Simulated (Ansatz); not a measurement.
# HfO2: moving Hf off its site

HfO2, Fm-3m, a = 5.115 Å (as given, not relaxed at this level: -2.5 GPa). This isn't the usual stable structure of the compound. Ansatz: PBE, PAW, 420 eV, Γ-centred 8×8×8 mesh on 3 atoms, Gaussian smearing 0.05 eV; no spin polarisation.

```
CELL_PARAMETERS angstrom
0.00000 2.55750 2.55750
2.55750 0.00000 2.55750
2.55750 2.55750 0.00000
ATOMIC_POSITIONS crystal
Hf 0.00000 0.00000 0.00000
O 0.25000 0.25000 0.25000
O 0.75000 0.75000 0.75000
```

Atom 1 (Hf) moves by x along the unit vector (1.000, 0.000, 0.000), with its periodic images; all else is held. y is the free energy of the cell over the start, F the force along the path summed over the moved atoms. Symmetry makes y even in x.

```
 x (Å) y (meV) F (eV/Å)
-0.200        ?         ?
-0.100     22.1      0.46
 0.000      0.0      0.00
 0.025      1.3     -0.11
 0.050      5.3     -0.22
 0.075     12.2     -0.33
 0.125     35.5     -0.61
 0.150     52.7     -0.77
 0.175     74.1     -0.95
```

Q: Fit y = c2 x² + c4 x⁴ to the energies of the other rows, give the force constant, and predict energy and force of the missing row.

A: Least squares on the rows shown. y = 2115 x² + 9985 x⁴. The force constant is 2 c2 = 4.23 eV/Å², for the cell as given, at -2.5 GPa (for all images moving together, not for a lone atom). The force −dy/dx at the missing row is 1.17 eV/Å (computed 1.15). At x = -0.200 the fit asked for gives 100.6 meV. The run gave 100.2 meV, so the fit is 0.4 meV too high, a small miss on the scale of the series.

Spin–orbit coupling is left out, which can shift energies with elements as heavy as these.